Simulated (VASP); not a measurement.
# Tl (P6_3/mmc) in VASP: a series of runs

The runs below take Tl through single point, with PBEsol.

Program: VASP 6.6.1. These are calculated values, not measurements. Logs are shortened: lines on timing, memory, paths and dates and some standing lists are left out, and cuts for length are marked.

## Step 1: Starting point

Symmetry: P6_3/mmc, No. 194, hexagonal system. Conventional cell: a = 3.456 Å, b = 3.456 Å, c = 5.525 Å, α = 90.00°, β = 90.00°, γ = 120.00°. Tl (site symmetry -6m2) has 12 Tl at 3.41 to 3.46 Å as nearest neighbours.

## Step 2: Single point, PBEsol

Input file INCAR:

```
PREC = Accurate ; ENCUT = 400
EDIFF = 1E-6 ; ISMEAR = 1
SIGMA = 0.1 ; LREAL = False
LASPH = True ; NELM = 100
ALGO = Normal ; ISIF = 2
LWAVE = False ; LCHARG = False
GGA = PS ; NBANDS = 20
ADDGRID = False
```

Input file KPOINTS:

```
regular mesh
0
Gamma
  4 4 2
```

Input file POSCAR:

```
Tl
1.0
    3.4560000000      0.0000000000      0.0000000000
   -1.7280000000      2.9929837955      0.0000000000
    0.0000000000      0.0000000000      5.5250000000
Tl
2
Direct
    0.6666666667      0.3333333333      0.7500000000
    0.3333333333      0.6666666667      0.2500000000
```

Potentials or basis: VASP PAW PBE potentials, release 64 (Tl_d).

Run with:

```
$ cat potpaw_PBE.64/Tl_d/POTCAR > POTCAR
$ mpirun -np 1 vasp_std > vasp.out
```

OUTCAR:

```text
PREC = Accurate
   ENCUT = 400
   EDIFF = 1E-6
   ISMEAR = 1
   LREAL = False
   LASPH = True
   NELM = 100
   ISIF = 2
   GGA = PS

 Found      8 irreducible k-points:

 Following reciprocal coordinates:
            Coordinates               Weight
  0.000000  0.000000  0.000000      1.000000
  0.250000  0.000000  0.000000      6.000000
  0.500000  0.000000  0.000000      3.000000
  0.250000  0.250000  0.000000      6.000000
  0.000000  0.000000  0.500000      1.000000
  0.250000  0.000000  0.500000      6.000000
   k-points           NKPTS =      8   k-points in BZ     NKDIM =      8   number of bands    NBANDS=     20
   number of dos      NEDOS =    301   number of ions     NIONS =      2
   total plane-waves  NPLWV =  20736
   dimension x,y,z NGX =    24 NGY =   24 NGZ =   36
   dimension x,y,z NGXF=    48 NGYF=   48 NGZF=   72
   ions per type =               2
   NGX,Y,Z   is equivalent  to a cutoff of  11.54, 11.54, 10.83 a.u.
   NGXF,Y,Z  is equivalent  to a cutoff of  23.09, 23.09, 21.66 a.u.
 SYSTEM =  unknown system
   PREC   = accura    normal or accurate (medium, high low for compatibility)
   ISTART =      0    job   : 0-new  1-cont  2-samecut
   ICHARG =      2    charge: 1-file 2-atom 10-const
   ISPIN  =      1    spin polarized calculation?
   LNONCOLLINEAR =      F non collinear calculations
   LSORBIT =      F    spin-orbit coupling
   LASPH  =      T    aspherical Exc in radial PAW
   ENCUT  =  400.0 eV  29.40 Ry    5.42 a.u.   5.64  5.64  9.01*2*pi/ulx,y,z
   NELM   =    100;   NELMIN=  2; NELMDL= -5     # of ELM steps
   EDIFF  = 0.1E-05   stopping-criterion for ELM
   LREAL  =      F    real-space projection
   EDIFFG = 0.1E-04   stopping-criterion for IOM
   NSW    =      0    number of steps for IOM
   IBRION =     -1    ionic relax: 0-MD 1-quasi-New 2-CG
   NFREE  =      0    steps in history (QN), initial steepest desc. (CG)
   ISIF   =      2    stress and relaxation
   ISYM   =      2    0-nonsym 1-usesym 2-fastsym
   POTIM  = 0.5000    time-step for ionic-motion
   TEBEG  =    0.0;   TEEND  =   0.0 temperature during run
   PSTRESS=    0.0 pullay stress
   NELECT =      26.0000    total number of electrons
   NUPDOWN=      -1.0000    fix difference up-down
   EMIN   =  10.00;   EMAX   =-10.00  energy-range for DOS
   EFERMI =   0.00;   METHOD = LEGACY
   ISMEAR =     1;   SIGMA  =   0.10  broadening in eV -4-tet -1-fermi 0-gaus
   EFERMI_NEDOS =   21; number of points for ismear=-14 and -15
   IALGO  =     38    algorithm
   IMIX   =      4    mixing-type and parameters
     AMIX     =   0.40;   BMIX     =  1.00
     AMIX_MAG =   1.60;   BMIX_MAG =  1.00
  volume/ion in A,a.u.               =      28.57       192.83
  Fermi-wavevector in a.u.,A,eV,Ry     =   1.259107  2.379366 21.569987  1.585349
  Thomas-Fermi vector in A             =   2.392683
   LORBIT       =      0    0 simple, 1 ext, 2 COOP (PROOUT), +10 PAW based schemes
   GGA     = PS    functional components
   LHFCALC =     F    Hartree Fock is set to
   AEXX    =    0.0000 exact exchange contribution
   IVDW    =     0    specifies the selected vdW correction
   LEPSILON=     F    determine dielectric tensor
   LRPA    =     F    only Hartree local field effects (RPA)
 non-spin polarized calculation
 Methfessel and Paxton  Order N= 1 SIGMA  =   0.10
  energy-cutoff  :      400.00
  volume of cell :       57.15
 maximum number of plane-waves:      1087
 NGX is ok and might be reduce to    24
   NGX = 11   NGY = 11   NGZ = 19

 number of electron      25.9999998 magnetization

 Free energy of the ion-electron system (eV)
  ---------------------------------------------------
  ext. energy  EPLUGINS =         0.00000000
  ---------------------------------------------------
  free energy    TOTEN  =        -5.15498011 eV

  energy without entropy =       -5.15046830  energy(sigma->0) =       -5.15347618

 E-fermi :   6.3137     XC(G=0): -10.3593

 val. band max:        6.2937556729   @ k =   0.2500   0.2500   0.0000
 cond. band min:       6.6258720948   @ k =   0.2500   0.2500   0.0000
 fundamental gap:      0.3321164219
 Fermi energy:         6.3137073517

 k-point     1 :       0.0000    0.0000    0.0000
  band No.  band energies     occupation
      1      -5.3221      2.00000
      2      -5.0819      2.00000
      3      -5.0690      2.00000
      4      -5.0690      2.00000
      5      -5.0147      2.00000
      6      -5.0147      2.00000
      7      -4.9425      2.00000
      8      -4.9425      2.00000
      9      -4.6013      2.00000
     10      -4.6013      2.00000
     11      -3.6680      2.00000
     12       1.2939      2.00000
     13       3.5329      2.00000
     14      14.3770      0.00000
     15      14.3770      0.00000
     16      16.4597      0.00000
     17      16.4597      0.00000
     18      16.6583      0.00000
     19      17.2107      0.00000
     20      17.3213      0.00000

 k-point     2 :       0.2500    0.0000    0.0000
  band No.  band energies     occupation
      1      -5.3169      2.00000
      2      -5.1241      2.00000
      3      -5.0954      2.00000
      4      -5.0358      2.00000
      5      -5.0083      2.00000
      6      -4.8581      2.00000
      7      -4.8408      2.00000
      8      -4.7983      2.00000
      9      -4.7801      2.00000
     10      -4.5684      2.00000
     11      -2.4453      2.00000
     12       2.0466      2.00000
     13       4.9825      2.00000
     14       8.1906     -0.00000
     15      11.7192      0.00000
     16      11.8697      0.00000
     17      14.3648      0.00000
     18      15.3521      0.00000
     19      16.0692      0.00000
     20      17.3831      0.00000

 k-point     3 :       0.5000    0.0000    0.0000
  band No.  band energies     occupation
      1      -5.4430      2.00000
      2      -5.2820      2.00000
      3      -5.2138      2.00000
      4      -5.1147      2.00000
      5      -4.8889      2.00000
      6      -4.8758      2.00000
      7      -4.6392      2.00000
      8      -4.6069      2.00000
      9      -4.5595      2.00000
     10      -4.5495      2.00000
     11       0.6164      2.00000
     12       1.6943      2.00000
     13       5.6885      2.00000
     14       6.8892     -0.00000
     15       7.7338     -0.00000
     16      10.1889      0.00000
     17      10.2608      0.00000
     18      14.5666      0.00000
     19      14.6141      0.00000
     20      16.1758      0.00000

 k-point     4 :       0.2500    0.2500    0.0000
  band No.  band energies     occupation
      1      -5.2871      2.00000
      2      -5.1758      2.00000
      3      -5.1680      2.00000
      4      -5.0681      2.00000
      5      -4.9025      2.00000
      6      -4.8687      2.00000
      7      -4.8224      2.00000
      8      -4.7541      2.00000
      9      -4.5810      2.00000
     10      -4.5739      2.00000
     11      -0.0941      2.00000
     12       2.7770      2.00000
     13       6.2938      1.33035
     14       6.6259     -0.00009
     15       7.4300     -0.00000
     16       9.9205      0.00000
     17      10.9690      0.00000
     18      11.5330      0.00000
     19      13.8086      0.00000
     20      19.7972      0.00000

 k-point     5 :       0.0000    0.0000    0.5000
  band No.  band energies     occupation
      1      -5.1783      2.00000
      2      -5.1783      2.00000
      3      -5.1003      2.00000
      4      -5.1003      2.00000
      5      -5.1003      2.00000
      6      -5.1003      2.00000
      7      -4.7127      2.00000
      8      -4.7127      2.00000
      9      -4.7127      2.00000
     10      -4.7127      2.00000
     11      -2.2251      2.00000
     12      -2.2251      2.00000
     13       9.7465      0.00000
     14       9.7465      0.00000
     15      15.3566      0.00000
     16      15.3566      0.00000
     17      15.3566      0.00000
     18      15.3566      0.00000
     19      16.8809      0.00000
     20      16.8809      0.00000

 k-point     6 :       0.2500    0.0000    0.5000
  band No.  band energies     occupation
      1      -5.2338      2.00000
      2      -5.2338      2.00000
      3      -5.0997      2.00000
      4      -5.0997      2.00000
      5      -4.9232      2.00000
      6      -4.9232      2.00000
      7      -4.7504      2.00000
      8      -4.7504      2.00000
      9      -4.7034      2.00000
     10      -4.7034      2.00000
     11      -1.0200      2.00000
     12      -1.0200      2.00000
     13       8.8100      0.00000
     14       8.8100      0.00000
     15      11.2851      0.00000
     16      11.2851      0.00000
     17      13.3010      0.00000
     18      13.3010      0.00000
     19      15.6119      0.00000
     20      15.6119      0.00000

 [... further k-points ...]
[... 5 lines left out ...]
  --------------------------------------------------------------------------------------
  -------------------------------------------------------------------------------------
  Total        1.0552161      1.0552161     -0.2055656      0.0000000      0.0000000      0.0000000
  in kB       29.5829577     29.5829577     -5.7630274      0.0000000      0.0000000      0.0000000
  external PRESSURE =      17.8009626 kB  Pullay stress =       0.0000000 kB

 VOLUME and BASIS-vectors are now :
 -----------------------------------------------------------------------------
  energy-cutoff  :      400.00
  volume of cell :       57.15
      direct lattice vectors                 reciprocal lattice vectors
     3.456000000  0.000000000  0.000000000     0.289351852  0.167057370  0.000000000
    -1.728000000  2.992983795  0.000000000     0.000000000  0.334114739  0.000000000
     0.000000000  0.000000000  5.525000000     0.000000000  0.000000000  0.180995475

 POSITION                                       TOTAL-FORCE (eV/Angst)
 -----------------------------------------------------------------------------------
      1.72800      0.99766      4.14375         0.000000     -0.000000      0.000000
     -0.00000      1.99532      1.38125        -0.000000      0.000000      0.000000
 -----------------------------------------------------------------------------------
    total drift:                               -0.000000      0.000000     -0.000000

  FREE ENERGIE OF THE ION-ELECTRON SYSTEM (eV)
  ---------------------------------------------------
  free  energy   TOTEN  =        -5.1549801109 eV

  energy  without entropy=       -5.1504683044  energy(sigma->0) =       -5.15347618
```

It took 4.1 s on 1 thread of AMD EPYC 9R45 (Zen 5), shared host; peak memory 0.11 GiB.

The run converged, but some of its settings lie outside the range that counts as converged, so its numbers aren't taken as properties of the crystal.

What came out:

| Item | Value |
| --- | --- |
| Free energy | -5.1550 eV |
| Pressure | 1.8 GPa |
| Band gap on the k mesh | none (metal or under the smearing width) |

Caveat: the k mesh is coarse (spacing up to 0.57 Å⁻¹), so the values aren't converged; the PAW data sets were made with another functional, which shifts forces and pressure a little.

## Step 3: Single point, PBEsol

INCAR: that of step 2 with these lines changed.

```diff
@@ -1,2 +1,2 @@
-PREC = Accurate ; ENCUT = 400
+PREC = Accurate ; ENCUT = 450
 EDIFF = 1E-6 ; ISMEAR = 1
```

KPOINTS is that of step 2.

POSCAR is that of step 2.

Potentials or basis: VASP PAW PBE potentials, release 64 (Tl_d).

Run with:

```
$ cat potpaw_PBE.64/Tl_d/POTCAR > POTCAR
$ mpirun -np 1 vasp_std > vasp.out
```

Run time: 4.4 s. Hardware: 1 thread of AMD EPYC 9R45 (Zen 5), shared host; peak memory 0.11 GiB.

The run converged, but some of its settings lie outside the range that counts as converged, so its numbers aren't taken as properties of the crystal.

What came out:

* Free energy: -5.1553 eV
* Pressure: 1.9 GPa
* Band gap on the k mesh: none (metal or under the smearing width)

Caveat: the k mesh is coarse (spacing up to 0.57 Å⁻¹), so the values aren't converged; the PAW data sets were made with another functional, which shifts forces and pressure a little.

## Step 4: Single point, PBEsol

INCAR: that of step 3 with these lines changed.

```diff
@@ -1,2 +1,2 @@
-PREC = Accurate ; ENCUT = 450
+PREC = Accurate ; ENCUT = 550
 EDIFF = 1E-6 ; ISMEAR = 1
```

KPOINTS is that of step 3.

POSCAR is that of step 3.

Run with:

```
$ cat potpaw_PBE.64/Tl_d/POTCAR > POTCAR
$ mpirun -np 1 vasp_std > vasp.out
```

It took 6.3 s on 1 thread of AMD EPYC 9R45 (Zen 5), shared host; peak memory 0.14 GiB.

The run converged, but some of its settings lie outside the range that counts as converged, so its numbers aren't taken as properties of the crystal.

What came out:

```
Free energy            : -5.1547 eV
Pressure               : 1.8 GPa
Band gap on the k mesh : none (metal or under the smearing width)
```

Caveat: the k mesh is coarse (spacing up to 0.57 Å⁻¹), so the values aren't converged; the PAW data sets were made with another functional, which shifts forces and pressure a little.

## Step 5: For comparison

An earlier run on the cell as given: functional PBE; potentials or basis VASP PAW PBE potentials, release 64 (Tl_d); cutoff 520 eV; k mesh 9 × 9 × 5; occupations fermi-dirac, width 0.05 eV; no spin polarisation.

* Pressure: 3.4 GPa
* Band gap on the k mesh: none (metal or under the smearing width)
